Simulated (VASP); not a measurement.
# Settings for SnO₂: self-consistent run

SnO₂, P4_2/mnm (no. 136), 6 atoms in the cell. RSCAN; PAW potentials Sn_d, O (PBE set). VASP 6.6.1.

Wanted: energy within 0.2 meV/atom; levels at the zone centre within 0.003 eV.

What the run is for: comparing ways to start; Accuracy asked: tight.

Levels at the zone centre: counted from the valence top at that point.

POSCAR:
```
SnO2
1.0
    4.7380000000      0.0000000000      0.0000000000
    0.0000000000      4.7380000000      0.0000000000
    0.0000000000      0.0000000000      3.1865000000
Sn O
2 4
Direct
    0.5000000000      0.5000000000      0.5000000000
    0.0000000000      0.0000000000      0.0000000000
    0.8071000000      0.1929000000      0.5000000000
    0.6929000000      0.6929000000      0.0000000000
    0.1929000000      0.8071000000      0.5000000000
    0.3071000000      0.3071000000      0.0000000000
```

## How the run starts (with a second run first, the time holds both)

| How the run starts (with a second run first, the time holds both) | Energy less reference (meV/atom) | Levels at the zone centre, largest deviation (eV) | Time (s) |
|---|---|---|---|
| from scratch: 19 SCF iterations | 0.00 | 0.0000 | 357 |
| PBE orbitals (WAVECAR): 12 + 12 SCF iterations | 0.00 | 0.0002 | 350 |
| PBE density (CHGCAR): 12 + 22 SCF iterations | 0.00 | 0.0001 | 506 |
| loose PBE orbitals: 10 + 12 SCF iterations | 0.00 | 0.0002 | 310 |

Chosen: from scratch: 19 SCF iterations; no other choice that stays within half of the tolerance saves 30 % of the time.

The chosen settings are those of the reference run.

Values of the reference run: Levels at the zone centre: -0.7869, 0, 1.953 eV from the valence top at Gamma.

## The input

INCAR:
```
  ALGO = Normal
  EDIFF = 1E-6
  EFERMI = MIDGAP
  ENCUT = 580
  GGA_COMPAT = F
  ISIF = 2
  ISMEAR = 0
  LASPH = T
  LCHARG = F
  LMIXTAU = T
  LREAL = F
  LWAVE = F
  METAGGA = RSCAN
  NELM = 120
  PREC = Accurate
  SIGMA = 0.03
```

KPOINTS:
```
k-points
0
Gamma
  5 5 8
```

Commands:
```
cat potpaw_PBE.64/Sn_d/POTCAR potpaw_PBE.64/O/POTCAR > POTCAR
mpirun -np 1 vasp_std > vasp.out
```

The chosen input took VASP 6.6.1 357 s on 1 core (Intel Xeon Platinum 8259CL @ 2.50GHz (Skylake/Cascade Lake)), a shared host.
